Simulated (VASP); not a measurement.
# CdS (F-43m) in VASP: further runs

The runs below take CdS through single point, relaxation of cell and atoms, with PBE.

Everything below comes from runs of VASP 6.6.1. Logs are shortened: lines on timing, memory, paths and dates and some standing lists are left out, and cuts for length are marked.

## Step 1: Starting point

The structure is cubic, space group F-43m (No. 216). The conventional cell has a = 5.926 Å, b = 5.926 Å, c = 5.926 Å, α = 90.00°, β = 90.00°, γ = 90.00°. Cd (site symmetry -43m) is surrounded by 4 S at 2.57 Å. Around S (site symmetry -43m) lie 4 Cd at 2.57 Å.

The cell is a database's computed one.

## Step 2: Single point, PBE

INCAR reads:

```
PREC     = Accurate       # precision mode
ENCUT    = 520            # plane-wave cutoff, eV
EDIFF    = 1E-6           # SCF threshold, eV
ISMEAR   = 0              # smearing method
SIGMA    = 0.02           # smearing width, eV
LREAL    = F              # projectors in reciprocal space
LASPH    = T              # aspherical terms in the spheres
NELM     = 100            # most SCF steps
ALGO     = Normal         # electronic algorithm
ISIF     = 2              # what is computed and relaxed
LWAVE    = F              # write WAVECAR
LCHARG   = F              # write CHGCAR
GGA      = PE             # functional
NBANDS   = 16             # bands
```

KPOINTS reads:

```
Automatic mesh
0
Gamma
  8 8 8
```

POSCAR reads:

```
CdS
1.0
    0.0000000000      2.9628947054      2.9628947054
    2.9628947054      0.0000000000      2.9628947054
    2.9628947054      2.9628947054      0.0000000000
Cd S
1 1
Direct
    0.0000000000      0.0000000000      0.0000000000
    0.2500000000      0.2500000000      0.2500000000
```

Potentials or basis: VASP PAW PBE potentials, release 64 (Cd, S).

The run is started by

```
$ cat potpaw_PBE.64/Cd/POTCAR potpaw_PBE.64/S/POTCAR > POTCAR
$ mpirun -np 1 vasp_std > vasp.out
```

OUTCAR:

```text
PREC = Accurate
   ENCUT = 520
   EDIFF = 1E-6
   ISMEAR = 0
   LREAL = F
   LASPH = T
   NELM = 100
   ISIF = 2
   GGA = PE

 ion  position               nearest neighbor table
   1  0.000  0.000  0.000-   2 2.57   2 2.57   2 2.57   2 2.57
   2  0.250  0.250  0.250-   1 2.57   1 2.57   1 2.57   1 2.57

  LATTYP: Found a face centered cubic cell.
 ALAT       =     5.9257894108

  Lattice vectors:

 A1 = (   0.0000000000,   2.9628947054,   2.9628947054)
 A2 = (   2.9628947054,   0.0000000000,   2.9628947054)
 A3 = (   2.9628947054,   2.9628947054,   0.0000000000)

Analysis of symmetry for initial positions (statically):
=====================================================================
 Subroutine PRICEL returns:
 Original cell was already a primitive cell.

 Routine SETGRP: Setting up the symmetry group for a
 face centered cubic supercell.

 Subroutine GETGRP returns: Found 24 space group operations
 (whereof 24 operations were pure point group operations)
 out of a pool of 48 trial point group operations.

The static configuration has the point symmetry T_d .

Analysis of symmetry for dynamics (positions and initial velocities):
=====================================================================
 Subroutine PRICEL returns:
 Original cell was already a primitive cell.

 Routine SETGRP: Setting up the symmetry group for a
 face centered cubic supercell.

 Subroutine GETGRP returns: Found 24 space group operations
 (whereof 24 operations were pure point group operations)
 out of a pool of 48 trial point group operations.

The dynamic configuration has the point symmetry T_d .

 Subroutine INISYM returns: Found 24 space group operations
 (whereof 24 operations are pure point group operations),
 and found     1 'primitive' translations

----------------------------------------------------------------------------------------

                                     Primitive cell

  volume of cell :      52.0210

  direct lattice vectors                    reciprocal lattice vectors
     0.000000000  2.962894705  2.962894705    -0.168753888  0.168753888  0.168753888
     2.962894705  0.000000000  2.962894705     0.168753888 -0.168753888  0.168753888
     2.962894705  2.962894705  0.000000000     0.168753888  0.168753888 -0.168753888

  length of vectors
     4.190165876  4.190165876  4.190165876     0.292290307  0.292290307  0.292290307

  position of ions in fractional coordinates (direct lattice)
     0.000000000  0.000000000  0.000000000
     0.250000000  0.250000000  0.250000000

  ion indices of the primitive-cell ions
   primitive index   ion index
                 1           1
                 2           2

----------------------------------------------------------------------------------------

 KPOINTS: Automatic mesh

Automatic generation of k-mesh.
 Grid dimensions read from file:
 generate k-points for:    8    8    8

 Generating k-lattice:

  Cartesian coordinates                     Fractional coordinates (reciprocal lattice)
    -0.021094236  0.021094236  0.021094236     0.125000000  0.000000000  0.000000000
     0.021094236 -0.021094236  0.021094236     0.000000000  0.125000000  0.000000000
     0.021094236  0.021094236 -0.021094236     0.000000000  0.000000000  0.125000000

  Length of vectors
     0.036536288  0.036536288  0.036536288

  Shift w.r.t. Gamma in fractional coordinates (k-lattice)
     0.000000000  0.000000000  0.000000000

 Subroutine IBZKPT returns following result:
 ===========================================

 Found     29 irreducible k-points:

 Following reciprocal coordinates:
            Coordinates               Weight
  0.000000  0.000000  0.000000      1.000000
  0.125000  0.000000  0.000000      8.000000
  0.250000  0.000000  0.000000      8.000000
  0.375000  0.000000  0.000000      8.000000
  0.500000  0.000000  0.000000      4.000000
  0.125000  0.125000  0.000000      6.000000
[... 16 lines left out ...]
  0.500000  0.250000  0.125000     48.000000
 -0.375000  0.250000  0.125000     24.000000
 [... further k-points ...]
   k-points           NKPTS =     29   k-points in BZ     NKDIM =     29   number of bands    NBANDS=     16
   number of dos      NEDOS =    301   number of ions     NIONS =      2
   total plane-waves  NPLWV =  32768
   dimension x,y,z NGX =    32 NGY =   32 NGZ =   32
   dimension x,y,z NGXF=    64 NGYF=   64 NGZF=   64
   ions per type =               1   1
   NGX,Y,Z   is equivalent  to a cutoff of  12.70, 12.70, 12.70 a.u.
   NGXF,Y,Z  is equivalent  to a cutoff of  25.39, 25.39, 25.39 a.u.
 SYSTEM =  unknown system
   PREC   = accura    normal or accurate (medium, high low for compatibility)
   ISTART =      0    job   : 0-new  1-cont  2-samecut
   ICHARG =      2    charge: 1-file 2-atom 10-const
   ISPIN  =      1    spin polarized calculation?
   LNONCOLLINEAR =      F non collinear calculations
   LSORBIT =      F    spin-orbit coupling
   LASPH  =      T    aspherical Exc in radial PAW
   ENCUT  =  520.0 eV  38.22 Ry    6.18 a.u.   7.79  7.79  7.79*2*pi/ulx,y,z
   NELM   =    100;   NELMIN=  2; NELMDL= -5     # of ELM steps
   EDIFF  = 0.1E-05   stopping-criterion for ELM
   LREAL  =      F    real-space projection
   EDIFFG = 0.1E-04   stopping-criterion for IOM
   NSW    =      0    number of steps for IOM
   IBRION =     -1    ionic relax: 0-MD 1-quasi-New 2-CG
   NFREE  =      0    steps in history (QN), initial steepest desc. (CG)
   ISIF   =      2    stress and relaxation
   ISYM   =      2    0-nonsym 1-usesym 2-fastsym
   POTIM  = 0.5000    time-step for ionic-motion
   TEBEG  =    0.0;   TEEND  =   0.0 temperature during run
   PSTRESS=    0.0 pullay stress
   NELECT =      18.0000    total number of electrons
   NUPDOWN=      -1.0000    fix difference up-down
   EMIN   =  10.00;   EMAX   =-10.00  energy-range for DOS
   EFERMI =   0.00;   METHOD = LEGACY
   ISMEAR =     0;   SIGMA  =   0.02  broadening in eV -4-tet -1-fermi 0-gaus
   EFERMI_NEDOS =   21; number of points for ismear=-14 and -15
   IALGO  =     38    algorithm
   IMIX   =      4    mixing-type and parameters
     AMIX     =   0.40;   BMIX     =  1.00
     AMIX_MAG =   1.60;   BMIX_MAG =  1.00
  volume/ion in A,a.u.               =      26.01       175.53
  Fermi-wavevector in a.u.,A,eV,Ry     =   1.149316  2.171892 17.972306  1.320927
  Thomas-Fermi vector in A             =   2.285986
   LORBIT       =      0    0 simple, 1 ext, 2 COOP (PROOUT), +10 PAW based schemes
   GGA     = PE    functional components
   LHFCALC =     F    Hartree Fock is set to
   AEXX    =    0.0000 exact exchange contribution
   IVDW    =     0    specifies the selected vdW correction
   LEPSILON=     F    determine dielectric tensor
   LRPA    =     F    only Hartree local field effects (RPA)
 non-spin polarized calculation
 Gauss-broadening in eV      SIGMA  =   0.02
  energy-cutoff  :      520.00
  volume of cell :       52.02
 maximum number of plane-waves:      1424
   NGX = 15   NGY = 15   NGZ = 15

 number of electron      18.0000002 magnetization

 Free energy of the ion-electron system (eV)
  ---------------------------------------------------
  ext. energy  EPLUGINS =         0.00000000
  ---------------------------------------------------
  free energy    TOTEN  =        -6.14713559 eV

  energy without entropy =       -6.14713559  energy(sigma->0) =       -6.14713559

 E-fermi :   1.0640     XC(G=0):  -8.9298

 val. band max:        0.9207699875   @ k =   0.0000   0.0000   0.0000
 cond. band min:       1.9652176215   @ k =   0.0000   0.0000   0.0000
 fundamental gap:      1.0444476341
 Fermi energy:         1.0640005460

 k-point     1 :       0.0000    0.0000    0.0000
  band No.  band energies     occupation
      1     -11.1699      2.00000
      2      -6.6487      2.00000
      3      -6.6487      2.00000
      4      -6.6487      2.00000
      5      -6.2309      2.00000
      6      -6.2309      2.00000
[... 8 lines left out ...]
     15      12.3270      0.00000
     16      12.3270      0.00000

 k-point     2 :       0.1250    0.0000    0.0000
  band No.  band energies     occupation
      1     -11.1141      2.00000
      2      -6.6289      2.00000
      3      -6.6289      2.00000
      4      -6.5970      2.00000
      5      -6.2317      2.00000
      6      -6.2317      2.00000
[... 8 lines left out ...]
     15      11.7484      0.00000
     16      12.7185      0.00000

 k-point     3 :       0.2500    0.0000    0.0000
  band No.  band energies     occupation
      1     -10.9786      2.00000
      2      -6.5860      2.00000
      3      -6.5860      2.00000
      4      -6.4175      2.00000
      5      -6.2269      2.00000
      6      -6.2269      2.00000
[... 8 lines left out ...]
     15      11.5158      0.00000
     16      12.1346      0.00000

 k-point     4 :       0.3750    0.0000    0.0000
  band No.  band energies     occupation
      1     -10.8433      2.00000
      2      -6.5529      2.00000
      3      -6.5529      2.00000
      4      -6.2096      2.00000
      5      -6.2096      2.00000
      6      -6.1040      2.00000
[... 8 lines left out ...]
     15      12.3343      0.00000
     16      12.3343      0.00000
[... 324 lines left out ...]
 k-point    22 :       0.3750    0.2500    0.1250
  band No.  band energies     occupation
      1     -10.8792      2.00000
      2      -6.5390      2.00000
      3      -6.5166      2.00000
      4      -6.3609      2.00000
      5      -6.2209      2.00000
      6      -6.1745      2.00000
[... 8 lines left out ...]
     15      12.8268      0.00000
     16      14.6192      0.00000

 k-point    23 :       0.5000    0.2500    0.1250
  band No.  band energies     occupation
      1     -10.7728      2.00000
      2      -6.5078      2.00000
      3      -6.4854      2.00000
      4      -6.2839      2.00000
      5      -6.2011      2.00000
      6      -5.9596      2.00000
[... 8 lines left out ...]
     15      13.5345      0.00000
     16      13.8939      0.00000

 k-point    24 :      -0.3750    0.2500    0.1250
  band No.  band energies     occupation
      1     -10.7293      2.00000
      2      -6.5033      2.00000
      3      -6.4709      2.00000
      4      -6.2514      2.00000
      5      -6.2071      2.00000
      6      -5.7907      2.00000
[... 8 lines left out ...]
     15      13.0921      0.00000
     16      13.9352      0.00000

 [... further k-points ...]

------------------------ aborting loop because EDIFF is reached ----------------------------------------

  FORCE on cell =-STRESS in cart. coord.  units (eV):
  Direction    XX          YY          ZZ          XY          YZ          ZX
  --------------------------------------------------------------------------------------
  -------------------------------------------------------------------------------------
  Total        0.1020440      0.1020440      0.1020440      0.0000000      0.0000000      0.0000000
  in kB        3.1428208      3.1428208      3.1428208      0.0000000      0.0000000      0.0000000
  external PRESSURE =       3.1428208 kB  Pullay stress =       0.0000000 kB

 VOLUME and BASIS-vectors are now :
 -----------------------------------------------------------------------------
  energy-cutoff  :      520.00
  volume of cell :       52.02
      direct lattice vectors                 reciprocal lattice vectors
     0.000000000  2.962894705  2.962894705    -0.168753888  0.168753888  0.168753888
     2.962894705  0.000000000  2.962894705     0.168753888 -0.168753888  0.168753888
     2.962894705  2.962894705  0.000000000     0.168753888  0.168753888 -0.168753888

 POSITION                                       TOTAL-FORCE (eV/Angst)
 -----------------------------------------------------------------------------------
      0.00000      0.00000      0.00000        -0.000000     -0.000000     -0.000000
      1.48145      1.48145      1.48145         0.000000      0.000000      0.000000
 -----------------------------------------------------------------------------------
    total drift:                               -0.000000     -0.000000     -0.000000

  FREE ENERGIE OF THE ION-ELECTRON SYSTEM (eV)
  ---------------------------------------------------
  free  energy   TOTEN  =        -6.1471355942 eV

  energy  without entropy=       -6.1471355942  energy(sigma->0) =       -6.14713559
```

Wall time 10 s (1 thread of Intel Xeon Platinum 8488C (Sapphire Rapids), shared host); peak memory 0.18 GiB.

Results:

- Free energy: -6.1471 eV
- Pressure: 0.3 GPa
- Band gap on the k mesh: 1.04 eV, direct

Levels at points of the mesh, in eV from the valence-band top:
| k point | band 7 | band 8 | band 9 | band 10 | band 11 | band 12 |
| --- | --- | --- | --- | --- | --- | --- |
| (0.00, 0.00, 0.00) | 0.00 | 0.00 | 0.00 | 1.04 | 6.55 | 6.55 |
| (0.50, 0.00, 0.00) | -4.12 | -0.69 | -0.69 | 2.94 | 7.01 | 7.01 |
| (0.50, 0.50, 0.00) | -3.75 | -1.72 | -1.72 | 3.63 | 4.28 | 9.04 |

Expect the measured gap to be larger: semilocal functionals such as PBE lack the derivative discontinuity.

## Step 3: Relaxation of cell and atoms, PBE

This run uses another cell than the first one, of 25.49 Å³/atom, 0.980 times its volume.

INCAR reads:

```
SYSTEM = CdS
PREC = Accurate
ENCUT = 600
EDIFF = 1E-6
ISMEAR = 0
SIGMA = 0.02
LREAL = .FALSE.
LASPH = .TRUE.
NELM = 100
ALGO = Normal
ISIF = 3
LWAVE = .FALSE.
LCHARG = .FALSE.
GGA = PE
IBRION = 2
NSW = 100
EDIFFG = -0.005
```

KPOINTS reads:

```
regular mesh
0
G
  8 8 8
  0 0 0
```

POSCAR reads:

```
CdS
1.0
    0.0000000000      2.9429534649      2.9429534649
    2.9429534649      0.0000000000      2.9429534649
    2.9429534649      2.9429534649      0.0000000000
Cd S
1 1
Direct
    0.0000000000      0.0000000000      0.0000000000
    0.2500000000      0.2500000000      0.2500000000
```

Potentials or basis: VASP PAW PBE potentials, release 64 (Cd, S).

The run is started by

```
$ cat potpaw_PBE.64/Cd/POTCAR potpaw_PBE.64/S/POTCAR > POTCAR
$ mpirun -np 1 vasp_std > vasp.out
```

Wall time 28 s (1 thread of Intel Xeon Platinum 8488C (Sapphire Rapids), shared host); peak memory 0.22 GiB.

It converged, with:

```yaml
Free_energy: -6.1469 eV
Relaxed_volume: 26.15 Å³/atom
Relaxed_cell: a = 4.197 Å, b = 4.197 Å, c = 4.197 Å, α = 60.00°, β = 60.00°, γ = 60.00°
Space_group_after_relaxing_to_0.05_Å: F-43m (No. 216)
Energy_gained_by_relaxing: 2.9 meV/atom
Ionic_steps: 3
Pressure_after_relaxing: 0.0 GPa
Band_gap_on_the_k_mesh: 1.03 eV, direct
```

The path:
| step | energy change (eV) | largest force (eV/Å) | pressure (GPa) | volume (Å³) |
| --- | --- | --- | --- | --- |
| 1 | 0.0000 | 0.0000 | 1.45 | 50.98 |
| 2 | -0.0053 | 0.0000 | -0.40 | 52.70 |
| 3 | -0.0058 | 0.0000 | 0.02 | 52.29 |

Final structure:
```cif
data_structure
_symmetry_space_group_name_H-M 'P 1'
_symmetry_Int_Tables_number 1
_cell_length_a 4.1975
_cell_length_b 4.1975
_cell_length_c 4.1975
_cell_angle_alpha 60.000
_cell_angle_beta 60.000
_cell_angle_gamma 60.000
_cell_volume 52.29
loop_
_atom_site_label
_atom_site_type_symbol
_atom_site_fract_x
_atom_site_fract_y
_atom_site_fract_z
_atom_site_occupancy
Cd1 Cd 0.00000 0.00000 0.00000 1
S1 S 0.25000 0.25000 0.25000 1
```

Levels at points of the mesh, in eV from the valence-band top:
```
           k point  band 7  band 8  band 9  band 10  band 11  band 12
(0.00, 0.00, 0.00)    0.00    0.00    0.00     1.03     6.55     6.55
(0.50, 0.00, 0.00)   -4.09   -0.68   -0.68     2.93     7.00     7.00
(0.50, 0.50, 0.00)   -3.73   -1.70   -1.70     3.64     4.27     9.02
```

A hybrid or GW would open this gap; PBE tends to underestimate it.
